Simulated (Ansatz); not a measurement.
# Transmission past a defect: Nb wire along [111], 7 atoms a period, Si and Si in place of neighbours Nb and Nb, part 3 of 4

What does the defect do to the conductance?

Ansatz 0.2.0; DFT PBE, plane waves, PAW; relaxation of a wire's period (the session's first sound run).

So far, conductance of the lead as this run defines it (G₀): step 3 (bands of the perfect wire) 6.27.

### Step 4. Relaxing the junction

This step: DFT PBE, plane waves, PAW; relaxation of a junction in a wire, ends held (Ansatz 0.2.0).

System of this step: Nb wire along [111], 7 atoms a period, Si and Si in place of neighbours Nb and Nb. The cell holds 63 atoms: 61 Nb and 2 Si. Cell: a = 11.481 Å, b = 13.557 Å, c = 23.676 Å, α = 90.0°, β = 90.0°, γ = 90.0°. Regions: held atoms, 42 atoms (42 Nb); free atoms, 21 atoms (19 Nb and 2 Si). Vacuum lies along a and b. The structure's axis is c.

21 atoms at the defect are free to relax, while 42 stay where the perfect wire has them, so that the ends still repeat as a lead.

input.yaml

```yaml
crystal:
  lattice:
    - [11.481, 0.0, 0.0]
    - [0.0, 13.557, 0.0]
    - [0.0, 0.0, 23.6763803816]
  atoms:
    - { symbol: Nb, position: [0.494328502, 0.449893405, 0.002096132] }
    - { symbol: Nb, position: [0.689704715, 0.732940625, 0.999189089] }
    - { symbol: Nb, position: [0.492449881, 0.651248296, 0.034969068] }
    - { symbol: Nb, position: [0.701076858, 0.353511784, 0.038230666] }
    - { symbol: Nb, position: [0.304777417, 0.553905506, 0.070321184] }
    - { symbol: Nb, position: [0.520196653, 0.259023178, 0.077134669] }
    - { symbol: Nb, position: [0.705201451, 0.54918829, 0.074355488] }
    - { symbol: Nb, position: [0.494328502, 0.449893405, 0.113207243] }
    - { symbol: Nb, position: [0.689704715, 0.732940625, 0.1103002] }
    - { symbol: Nb, position: [0.492449881, 0.651248296, 0.14608018] }
    - { symbol: Nb, position: [0.701076858, 0.353511784, 0.149341778] }
    - { symbol: Nb, position: [0.304777417, 0.553905506, 0.181432295] }
    - { symbol: Nb, position: [0.520196653, 0.259023178, 0.18824578] }
    - { symbol: Nb, position: [0.705201451, 0.54918829, 0.185466599] }
    - { symbol: Nb, position: [0.494328502, 0.449893405, 0.224318354] }
    - { symbol: Nb, position: [0.689704715, 0.732940625, 0.221411311] }
    - { symbol: Nb, position: [0.492449881, 0.651248296, 0.257191291] }
    - { symbol: Nb, position: [0.701076858, 0.353511784, 0.260452889] }
    - { symbol: Nb, position: [0.304777417, 0.553905506, 0.292543406] }
    - { symbol: Nb, position: [0.520196653, 0.259023178, 0.299356891] }
    - { symbol: Nb, position: [0.705201451, 0.54918829, 0.29657771] }
    - { symbol: Nb, position: [0.494328502, 0.449893405, 0.335429465] }
    - { symbol: Nb, position: [0.689704715, 0.732940625, 0.332522422] }
    - { symbol: Nb, position: [0.492449881, 0.651248296, 0.368302402] }
    - { symbol: Nb, position: [0.701076858, 0.353511784, 0.371564] }
    - { symbol: Si, position: [0.304777417, 0.553905506, 0.403654517] }
    - { symbol: Nb, position: [0.520196653, 0.259023178, 0.410468003] }
    - { symbol: Nb, position: [0.705201451, 0.54918829, 0.407688821] }
    - { symbol: Si, position: [0.494328502, 0.449893405, 0.446540576], spin: 0.2 }
    - { symbol: Nb, position: [0.689704715, 0.732940625, 0.443633533] }
    - { symbol: Nb, position: [0.492449881, 0.651248296, 0.479413513] }
    - { symbol: Nb, position: [0.701076858, 0.353511784, 0.482675111] }
    - { symbol: Nb, position: [0.304777417, 0.553905506, 0.514765628] }
    - { symbol: Nb, position: [0.520196653, 0.259023178, 0.521579114] }
    - { symbol: Nb, position: [0.705201451, 0.54918829, 0.518799932] }
    - { symbol: Nb, position: [0.494328502, 0.449893405, 0.557651687] }
    - { symbol: Nb, position: [0.689704715, 0.732940625, 0.554744644] }
    - { symbol: Nb, position: [0.492449881, 0.651248296, 0.590524624] }
    - { symbol: Nb, position: [0.701076858, 0.353511784, 0.593786222] }
    - { symbol: Nb, position: [0.304777417, 0.553905506, 0.625876739] }
    - { symbol: Nb, position: [0.520196653, 0.259023178, 0.632690225] }
    - { symbol: Nb, position: [0.705201451, 0.54918829, 0.629911043] }
    - { symbol: Nb, position: [0.494328502, 0.449893405, 0.668762799] }
    - { symbol: Nb, position: [0.689704715, 0.732940625, 0.665855755] }
    - { symbol: Nb, position: [0.492449881, 0.651248296, 0.701635735] }
    - { symbol: Nb, position: [0.701076858, 0.353511784, 0.704897333] }
    - { symbol: Nb, position: [0.304777417, 0.553905506, 0.73698785] }
    - { symbol: Nb, position: [0.520196653, 0.259023178, 0.743801336] }
    - { symbol: Nb, position: [0.705201451, 0.54918829, 0.741022154] }
    - { symbol: Nb, position: [0.494328502, 0.449893405, 0.77987391] }
    - { symbol: Nb, position: [0.689704715, 0.732940625, 0.776966867] }
    - { symbol: Nb, position: [0.492449881, 0.651248296, 0.812746846] }
    - { symbol: Nb, position: [0.701076858, 0.353511784, 0.816008444] }
    - { symbol: Nb, position: [0.304777417, 0.553905506, 0.848098961] }
    - { symbol: Nb, position: [0.520196653, 0.259023178, 0.854912447] }
    - { symbol: Nb, position: [0.705201451, 0.54918829, 0.852133266] }
    - { symbol: Nb, position: [0.494328502, 0.449893405, 0.890985021] }
    - { symbol: Nb, position: [0.689704715, 0.732940625, 0.888077978] }
    - { symbol: Nb, position: [0.492449881, 0.651248296, 0.923857957] }
    - { symbol: Nb, position: [0.701076858, 0.353511784, 0.927119555] }
    - { symbol: Nb, position: [0.304777417, 0.553905506, 0.959210073] }
    - { symbol: Nb, position: [0.520196653, 0.259023178, 0.966023558] }
    - { symbol: Nb, position: [0.705201451, 0.54918829, 0.963244377] }
magnetization:
  spin_polarized: true
kpoints:
  mp_grid: { grid: [1, 1, 2] }
scf:
  occupations: { method: fermi_dirac, width: 0.1 }
hamiltonian:
  xc: pbe
relax:
  constraints:
    - { sites: [0, 1, 2, 3, 4, 5, 6, 7, 8, 9, 10, 11, 12, 13, 14, 15, 16, 17, 18, 19, 20, 42, 43, 44, 45, 46, 47, 48, 49, 50, 51, 52, 53, 54, 55, 56, 57, 58, 59, 60, 61, 62] }
  f_tol: 0.04
  max_steps: 35
```

Started as:

```
$ ansatz run input.yaml --threads 16 --pin off --max-ram 61440MiB --backend cuda --events-out ev --progress --plain --runs-dir out --max-vram 78GiB
```

Numbers of over 12 decimals in the logs are rounded to 6 here.

The log of the run:

```text
[...]
GPU FFT provider: cuFFT
GPU libraries: cuBLAS 13.8.1, cuFFT 12.4.0, cuSOLVER 12.3.2
[...]
Crystal: 63 atoms, lattice volume = 3685.179 Å³
Basis set: ecut = 420 eV, 72121 PW (Γ), exchange–correlation on 160×192×320 points (8 copies of the dense FFT grid, shifted against one another)
Bands: 481, of which v1, the nominal top of the filled ones, is band 401 counted from 1 (400 counted from 0)
Symmetry: 1 space group operations
[...]
k-points: 2
[...]
Starting moments: Σ|m| = 0.2 μB on 1 of 63 sites
[...]
GPU buffer pool allocated for 1228800 grid points (all kernels)
[...]
SCF iter   1: F=—  HF=-278939.567760 eV  |F-HF|=—  |Δ(HF+E_count)|=         —  Δρ=2.48e-2 (↑2.48e-2 ↓2.48e-2)  dr2=4.90e2  dr2_m=1.54e-3  M=0.046 μB ∫|m|=0.072 μB  β_m=0.30  ethr=3.10e-3  ⟨swp⟩=8.0  Hψ=9240  notcnv=0
[...]
spin=Collinear: LDOS preconditioning applied to the charge; magnetization (m = ρ↑ − ρ↓) channel mixes plain (no charge-response kernel on spin).
SCF iter   2: F=—  HF=-278884.306039 eV  |F-HF|=—  |Δ(HF+E_count)|=    5.53e1  Δρ=1.44e-2 (↑1.44e-2 ↓1.44e-2)  dr2=1.10e2  dr2_m=9.31e-4  M=0.041 μB ∫|m|=0.060 μB  β_m=0.44  ethr=3.10e-3  ⟨swp⟩=5.0  Hψ=4206  notcnv=0
[...]
SCF iter  11: F=-278870.007117 eV  HF=-278870.007119 eV  |F-HF|=1.97e-6  |Δ(HF+E_count)|=   1.34e-5  Δρ=3.84e-6 (↑3.83e-6 ↓3.84e-6)  dr2=5.06e-6  dr2_m=5.64e-9  M=0.002 μB ∫|m|=0.003 μB  ethr=2.88e-9  ⟨swp⟩=1.5  Hψ=5328  notcnv=0
WARN: the starting moments were not kept: the SCF closed with an absolute magnetisation of 3.3e-3 μB, where they sum to 0.2 μB in size (1 site). That is at most 0.1 of that sum. Measured as dr2_m measures the in/out step, that magnetisation stands 1.2e-7 eV from none, at or under the dr2_threshold of 4.0e-5 eV: it is no larger than a step whose dr2_m would equal this threshold. The system may hold no moment; this SCF [...]
SCF 1 converged in 11 iterations: F = -278870.007117 eV  dr2 = 5.06e-6
[...]
relax step   1: F+E_penalty+E_count = -278870.00711673 eV  Δ(F+E_penalty+E_count) = +0.000e0 eV  max|allowed force component| = 8.975e-1 eV/Å  Δτ_max = 0.0000 Å  (11 SCF iters, dr2 threshold 4.00e-5 eV, accepted)
[...]
GPU FFT provider: cuFFT
GPU libraries: cuBLAS 13.8.1, cuFFT 12.4.0, cuSOLVER 12.3.2
[...]
Starting moments: Σ|m| = 0.2 μB on 1 of 63 sites; this step starts from the density that it was given
[...]
GPU buffer pool allocated for 1228800 grid points (all kernels)
[...]
SCF iter   7: F=-278870.277329 eV  HF=-278870.277352 eV  |F-HF|=2.26e-5  |Δ(HF+E_count)|=   2.27e-5  Δρ=9.63e-6 (↑9.61e-6 ↓9.63e-6)  dr2=3.90e-5  dr2_m=1.45e-9  M=0.001 μB ∫|m|=0.001 μB  ethr=6.29e-9  ⟨swp⟩=1.5  Hψ=6268  notcnv=0
the starting moments were not kept: the SCF closed with an absolute magnetisation of 1.4e-3 μB, where they sum to 0.2 μB in size (1 site). That is at most 0.1 of that sum. Measured as dr2_m measures the in/out step, that magnetisation stands 1.8e-8 eV from none, at or under the dr2_threshold of 5.0e-5 eV: it is no larger than a step whose dr2_m would equal this threshold.
SCF 2 converged in 7 iterations: F = -278870.277329 eV  dr2 = 3.90e-5
[...]
relax step   2: F+E_penalty+E_count = -278870.27732902 eV  Δ(F+E_penalty+E_count) = -2.702e-1 eV  max|allowed force component| = 8.344e-1 eV/Å  Δτ_max = 0.1946 Å  (7 SCF iters, dr2 threshold 5.03e-5 eV, accepted)
[...]
GPU FFT provider: cuFFT
GPU libraries: cuBLAS 13.8.1, cuFFT 12.4.0, cuSOLVER 12.3.2
[...]
GPU buffer pool allocated for 1228800 grid points (all kernels)
[...]
SCF iter   1: F=—  HF=-278870.539157 eV  |F-HF|=—  |Δ(HF+E_count)|=         —  Δρ=1.26e-3 (↑1.26e-3 ↓1.26e-3)  dr2=1.08e0  dr2_m=1.74e-6  M=0.001 μB ∫|m|=0.003 μB  β_m=0.30  ethr=8.28e-4  ⟨swp⟩=7.0  Hψ=3602  notcnv=0  defer=4
[...]
SCF iter   6: F=-278870.492158 eV  HF=-278870.492175 eV  |F-HF|=1.68e-5  |Δ(HF+E_count)|=   4.32e-5  Δρ=9.19e-6 (↑9.19e-6 ↓9.19e-6)  dr2=3.62e-5  dr2_m=3.71e-10  M=0.001 μB ∫|m|=0.001 μB  ethr=5.43e-9  ⟨swp⟩=3.5  Hψ=6342  notcnv=0
[...]
SCF 3 converged in 6 iterations: F = -278870.492158 eV  dr2 = 3.62e-5
relax step   3: F+E_penalty+E_count = -278870.49215813 eV  Δ(F+E_penalty+E_count) = -2.148e-1 eV  max|allowed force component| = 2.565e-1 eV/Å  Δτ_max = 0.0748 Å  (6 SCF iters, dr2 threshold 4.35e-5 eV, accepted)
[... from here on, the SCF cycles and remarks between the steps are left out ...]
relax step   4: F+E_penalty+E_count = -278870.59049311 eV  Δ(F+E_penalty+E_count) = -9.833e-2 eV  max|allowed force component| = 3.529e-1 eV/Å  Δτ_max = 0.1483 Å  (8 SCF iters, dr2 threshold 6.22e-6 eV, accepted)
relax step   5: F+E_penalty+E_count = -278870.64340541 eV  Δ(F+E_penalty+E_count) = -5.291e-2 eV  max|allowed force component| = 2.243e-1 eV/Å  Δτ_max = 0.0919 Å  (7 SCF iters, dr2 threshold 1.18e-5 eV, accepted)
relax step   6: F+E_penalty+E_count = -278870.70710984 eV  Δ(F+E_penalty+E_count) = -6.370e-2 eV  max|allowed force component| = 2.350e-1 eV/Å  Δτ_max = 0.1946 Å  (8 SCF iters, dr2 threshold 2.03e-5 eV, accepted)
relax step   7: F+E_penalty+E_count = -278870.74080533 eV  Δ(F+E_penalty+E_count) = -3.370e-2 eV  max|allowed force component| = 2.695e-1 eV/Å  Δτ_max = 0.1454 Å  (7 SCF iters, dr2 threshold 2.23e-5 eV, accepted)
relax step   8: F+E_penalty+E_count = -278870.76967889 eV  Δ(F+E_penalty+E_count) = -2.887e-2 eV  max|allowed force component| = 1.763e-1 eV/Å  Δτ_max = 0.1805 Å  (6 SCF iters, dr2 threshold 7.26e-5 eV, accepted)
relax step   9: F+E_penalty+E_count = -278870.80714826 eV  Δ(F+E_penalty+E_count) = -3.747e-2 eV  max|allowed force component| = 2.973e-1 eV/Å  Δτ_max = 0.0966 Å  (7 SCF iters, dr2 threshold 1.33e-5 eV, accepted)
relax step  10: F+E_penalty+E_count = -278870.92589460 eV  Δ(F+E_penalty+E_count) = -1.187e-1 eV  max|allowed force component| = 4.238e-1 eV/Å  Δτ_max = 0.1954 Å  (7 SCF iters, dr2 threshold 3.78e-5 eV, accepted)
relax step  11: F+E_penalty+E_count = -278871.09812197 eV  Δ(F+E_penalty+E_count) = -1.722e-1 eV  max|allowed force component| = 5.190e-1 eV/Å  Δτ_max = 0.1947 Å  (6 SCF iters, dr2 threshold 1.00e-4 eV, accepted)
[...]
SCF converged after 8 iterations
Magnetization: 0.0000 μB (400.5000 up, 400.5000 down)
Absolute magnetization: 0.0000 μB (∫|ρ↑−ρ↓|, with the PAW one-centre terms)
[...]
Per-site moments (μB) at R_I (Å): [(-5.1326178491274925e-9, 1.085167), (-7.219433714219776e-8, 1.085167), (-3.076460720405367e-8, 1.085167), (-1.1367810033575994e-8, 1.075825), (-4.286420571589724e-8, 1.085167), (1.1991118989929168e-8, 1.075825), (-2.099718373561515e-8, 1.085167), (2.1208886707283802e-8, 1.085167), (1.4046703352100845e-7, 1.085167), (6.277466094738748e-8, 1.085167), (-7.461390141441654e-8, 1.075825), [...]
Free energy (F): -278871.539013 eV
[...]
Internal energy: -278868.832085 eV  (E = F + TS)
E sigma→0 (E₀):  -278870.185549 eV
Entropy (-TS):   -2.706928 eV (-42.967 meV/atom)
Fermi energy:    2.890122 eV
[...]
--- Forces (eV/Å), atoms counted from 1 ---
  atom   1  Nb    -0.00951542    -0.02249214     0.06504530
  atom   2  Nb     0.02644040     0.02339223     0.06421454
  atom   3  Nb    -0.02779173     0.01353598    -0.03766583
  atom   4  Nb     0.09555081    -0.04478699    -0.13734174
  atom   5  Nb     0.09203331    -0.01067194     0.18379714
  atom   6  Nb     0.04071145     0.00987801     0.00223104
  atom   7  Nb     0.01640206     0.00796068    -0.02384779
  atom   8  Nb    -0.03762440    -0.03208699     0.09383053
  atom   9  Nb     0.09987706     0.03890517    -0.10819174
  atom  10  Nb     0.07316037    -0.04934214    -0.00087927
  atom  11  Nb    -0.10065718    -0.05779412    -0.22368278
  atom  12  Nb    -0.27475854    -0.09414001     0.25042914
  atom  13  Nb     0.04082492     0.21877156    -0.49585516
  atom  14  Nb    -0.09900950     0.04107384     0.03965859
  atom  15  Nb     0.05354188    -0.06787842     0.47494695
  atom  16  Nb     0.03783590    -0.06073840    -0.16085121
  atom  17  Nb    -0.02094731    -0.07785009     0.12188612
  atom  18  Nb     0.21417716     0.07948903    -0.01183050
  atom  19  Nb     0.53436006    -0.15245113    -0.09950746
  atom  20  Nb    -0.35991994     0.29082853     0.57289690
  atom  21  Nb    -0.05827137     0.02321595    -0.05965280
  atom  22  Nb    -0.00539353    -0.01597369    -0.02166190
  atom  23  Nb    -0.00165260     0.00507395     0.01935219
  atom  24  Nb    -0.00471972     0.02840223    -0.01238407
  atom  25  Nb    -0.00185852    -0.00073337    -0.00141658
  atom  26  Si    -0.00303329    -0.03357967     0.02337242
  atom  27  Nb     0.00257974    -0.00171185    -0.02446707
  atom  28  Nb     0.00413386    -0.01501662     0.00018656
  atom  29  Si     0.00939620     0.00814556     0.01394509
  atom  30  Nb    -0.00236368     0.01792148    -0.03139832
  atom  31  Nb     0.00958232     0.00392305     0.00407132
  atom  32  Nb    -0.01236477     0.00915338     0.00098493
  atom  33  Nb    -0.01964406     0.01416616    -0.00840505
  atom  34  Nb     0.00345549     0.00009527    -0.00607224
  atom  35  Nb    -0.01578027     0.01000558    -0.01243047
  atom  36  Nb     0.01186096    -0.00955263    -0.00759769
  atom  37  Nb     0.01074084    -0.00485200     0.00183578
  atom  38  Nb     0.00065247     0.01265108    -0.01358574
  atom  39  Nb     0.01885959    -0.00861339    -0.00858917
  atom  40  Nb    -0.00753238     0.00576493     0.01096952
[...]
atom  52  Nb    -0.07874029    -0.01962828    -0.07832109
  atom  53  Nb    -0.09603774    -0.02976962    -0.26271920
  atom  54  Nb    -0.17307520    -0.15899336    -0.07639058
  atom  55  Nb     0.07855979     0.06201997     0.00677022
  atom  56  Nb     0.00111045     0.02566352    -0.01652110
  atom  57  Nb     0.02795311    -0.01351952     0.01304249
  atom  58  Nb    -0.04346911    -0.00329062    -0.02787644
  atom  59  Nb     0.02675792     0.03825191     0.01550095
  atom  60  Nb    -0.02132748    -0.02599053     0.16396813
  atom  61  Nb    -0.01414250     0.04868037    -0.11718417
  atom  62  Nb    -0.05365971     0.01158345     0.04360315
  atom  63  Nb    -0.01889788     0.02825906     0.02782830
  max |Σ_I F_I| component: 6.13e-5 eV/Å
--- Relaxed structure (20 steps of the walk, 18 accepted, 0 SCFs on fresh bases) ---
  F+E_penalty+E_count = -278871.53901328 eV   max|allowed force component| = 3.358e-2 eV/Å
  atoms:
    - { symbol: Nb, position: [0.494328502, 0.449893, 0.002096132] }
    - { symbol: Nb, position: [0.689704715, 0.732940625, 0.999189] }
    - { symbol: Nb, position: [0.492449881, 0.651248296, 0.034969068] }
    - { symbol: Nb, position: [0.701076858, 0.353511784, 0.038230666] }
    - { symbol: Nb, position: [0.304777, 0.553905506, 0.070321184] }
    - { symbol: Nb, position: [0.520196653, 0.259023178, 0.077134669] }
    - { symbol: Nb, position: [0.705201451, 0.54918829, 0.074355488] }
    - { symbol: Nb, position: [0.494328502, 0.449893, 0.113207243] }
    - { symbol: Nb, position: [0.689704715, 0.732940625, 0.110300] }
    - { symbol: Nb, position: [0.492449881, 0.651248296, 0.14608018] }
    - { symbol: Nb, position: [0.701076858, 0.353511784, 0.149341778] }
    - { symbol: Nb, position: [0.304777, 0.553905506, 0.181432295] }
    - { symbol: Nb, position: [0.520196653, 0.259023178, 0.188246] }
    - { symbol: Nb, position: [0.705201451, 0.54918829, 0.185467] }
    - { symbol: Nb, position: [0.494328502, 0.449893, 0.224318354] }
    - { symbol: Nb, position: [0.689704715, 0.732940625, 0.221411311] }
    - { symbol: Nb, position: [0.492449881, 0.651248296, 0.257191291] }
    - { symbol: Nb, position: [0.701076858, 0.353511784, 0.260452889] }
    - { symbol: Nb, position: [0.304777, 0.553905506, 0.292543406] }
    - { symbol: Nb, position: [0.520196653, 0.259023178, 0.299356891] }
    - { symbol: Nb, position: [0.705201451, 0.54918829, 0.29657771] }
    - { symbol: Nb, position: [0.495534, 0.456855, 0.346075] }
    - { symbol: Nb, position: [0.697822, 0.733923, 0.332541] }
    - { symbol: Nb, position: [0.488609, 0.663660, 0.364110] }
    - { symbol: Nb, position: [0.715888, 0.341134, 0.362197] }
    - { symbol: Si, position: [0.314029, 0.546876, 0.404773] }
    - { symbol: Nb, position: [0.513803, 0.250525, 0.400487] }
    - { symbol: Nb, position: [0.718089, 0.548864, 0.403001] }
    - { symbol: Si, position: [0.404124, 0.399024, 0.452513] }
    - { symbol: Nb, position: [0.680984, 0.723144, 0.441132] }
    - { symbol: Nb, position: [0.504379, 0.588788, 0.467720] }
    - { symbol: Nb, position: [0.635302, 0.387191, 0.463748] }
    - { symbol: Nb, position: [0.297645, 0.542666, 0.517041] }
    - { symbol: Nb, position: [0.518636, 0.257917, 0.517445] }
    - { symbol: Nb, position: [0.725863, 0.549048, 0.521522] }
    - { symbol: Nb, position: [0.490504, 0.443806, 0.556907] }
    - { symbol: Nb, position: [0.693731, 0.723355, 0.555334] }
    - { symbol: Nb, position: [0.493439, 0.643621, 0.586118] }
    - { symbol: Nb, position: [0.693411, 0.351500, 0.590536] }
    - { symbol: Nb, position: [0.304336, 0.549273, 0.620294] }
    - { symbol: Nb, position: [0.522988, 0.259048, 0.632157] }
    - { symbol: Nb, position: [0.704202, 0.546437, 0.630322] }
[...]
- { symbol: Nb, position: [0.492449881, 0.651248296, 0.812747] }
    - { symbol: Nb, position: [0.701076858, 0.353511784, 0.816008444] }
    - { symbol: Nb, position: [0.304777, 0.553905506, 0.848098961] }
    - { symbol: Nb, position: [0.520196653, 0.259023178, 0.854912447] }
    - { symbol: Nb, position: [0.705201451, 0.54918829, 0.852133] }
    - { symbol: Nb, position: [0.494328502, 0.449893, 0.890985] }
    - { symbol: Nb, position: [0.689704715, 0.732940625, 0.888077978] }
    - { symbol: Nb, position: [0.492449881, 0.651248296, 0.923857957] }
    - { symbol: Nb, position: [0.701076858, 0.353511784, 0.927119555] }
    - { symbol: Nb, position: [0.304777, 0.553905506, 0.959210073] }
    - { symbol: Nb, position: [0.520196653, 0.259023178, 0.966023558] }
    - { symbol: Nb, position: [0.705201451, 0.54918829, 0.963244377] }
```

Elapsed: 59 s, on 1 × NVIDIA GB200 with 16 threads of Arm Neoverse V2, shared host; peak memory 2.2 GiB; 2.7 min of CPU time.

The steps of the relaxation:

| step | energy less that of the first step (eV) | largest force component (eV/Å) |
| --- | --- | --- |
| 1 | 0.0000 | 0.8975 |
| 2 | -0.2702 | 0.8344 |
| 3 | -0.4850 | 0.2565 |
| 4 | -0.5834 | 0.3529 |
| 5 | -0.6363 | 0.2243 |
| 6 | -0.7000 | 0.2350 |
| 7 | -0.7337 | 0.2695 |
| 8 | -0.7626 | 0.1763 |
| 9 | -0.8000 | 0.2973 |
| 10 | -0.9188 | 0.4238 |
| 11 | -1.0910 | 0.5190 |
| 12 | -1.3463 | 0.3920 |
| 13 | -1.4324 | 0.6356 |
| 14 | -1.3995 | 1.0903 |
| 15 | -1.4964 | 0.1622 |
| 16 | -1.4954 | 0.2054 |
| 17 | -1.5183 | 0.1028 |
| 18 | -1.5240 | 0.1009 |
| 19 | -1.5290 | 0.0546 |
| 20 | -1.5319 | 0.0336 |

Relaxation steps 14, 16 were tried and not accepted.

The atoms that moved most (Å):

| atom | dx | dy | dz | length |
| --- | --- | --- | --- | --- |
| Si29 | -1.036 | -0.690 | 0.141 | 1.252 |
| Nb32 | -0.755 | 0.457 | -0.448 | 0.990 |
| Nb31 | 0.137 | -0.847 | -0.277 | 0.901 |
| Nb25 | 0.170 | -0.168 | -0.222 | 0.326 |
| Nb27 | -0.073 | -0.115 | -0.236 | 0.273 |
| Nb22 | 0.014 | 0.094 | 0.252 | 0.270 |
| Nb35 | 0.237 | -0.002 | 0.064 | 0.246 |
| Nb24 | -0.044 | 0.168 | -0.099 | 0.200 |

This step gave:

```yaml
energy_at_zero_smearing: -278870.1855 eV
```

The largest force component on a free atom ends at 0.034 eV/Å, under the limit of 0.04. The first Si ends nearest to Si at 2.52 Å, Nb at 2.66 Å, Nb at 2.67 Å, Nb at 2.71 Å, Nb at 2.73 Å and Nb at 2.79 Å. 2 atoms of the wire itself, hydrogen apart, moved by over 0.45 Å, up to 0.99 Å.

(Continued in part 4 of 4.)

[Logs are printed without paths, hosts, clocks, repeated set-up lines and the standing remarks that a program may print on its own settings, such as how far it seeks lower states.]

[Hosts, paths, dates, database ids (printed as entryN), source tags and the programs' standing remarks are cut or masked in the printed files.]
